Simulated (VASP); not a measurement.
Ge:

```
Ge
1.0
     3.99759    0.00000    0.00000
    -1.99879    3.46201    0.00000
     0.00000    0.00000    6.59938
Ge
4
Direct
  0.33333 0.66667 0.93710
  0.66667 0.33333 0.43710
  0.33333 0.66667 0.56290
  0.66667 0.33333 0.06290
```

This isn't the form of Ge at room conditions, which is diamond.

* Program: VASP 6.6.1
* Task: relaxation of cell and atoms
* Functional: BLYP
* Potentials or basis: VASP PAW PBE potentials, release 64 (Ge_d)
* Cutoff: 600 eV
* k mesh: 6 × 6 × 3
* Occupations: fermi-dirac, width 0.05 eV
* Spin: no spin polarisation

At the start: pressure 6.9 GPa; volume 22.83 Å³/atom.

Q: Where does the relaxation end?

A: Over 5 steps the energy falls by 53.3 meV/atom and the volume is 25.53 Å³/atom (+11.8 %); space group P6_3/mmc (No. 194, to 0.05 Å).

The path:
```csv
step,energy change (eV),largest force (eV/Å),pressure (GPa),volume (Å³)
1,0.0000,0.0438,6.85,91.33
2,-0.2032,0.0873,-1.18,104.86
3,-0.2128,0.0612,0.03,102.17
4,-0.2128,0.0652,-0.12,102.40
5,-0.2133,0.0125,0.03,102.13
```

Final structure:
```
Ge
1.0
     4.15209    0.00000    0.00000
    -2.07604    3.59581    0.00000
     0.00000    0.00000    6.84072
Ge
4
Direct
  0.33333 0.66667 0.93728
  0.66667 0.33333 0.43728
  0.33333 0.66667 0.56272
  0.66667 0.33333 0.06272
```

Caveat: the PAW data sets were made with another functional, which shifts forces and pressure a little.
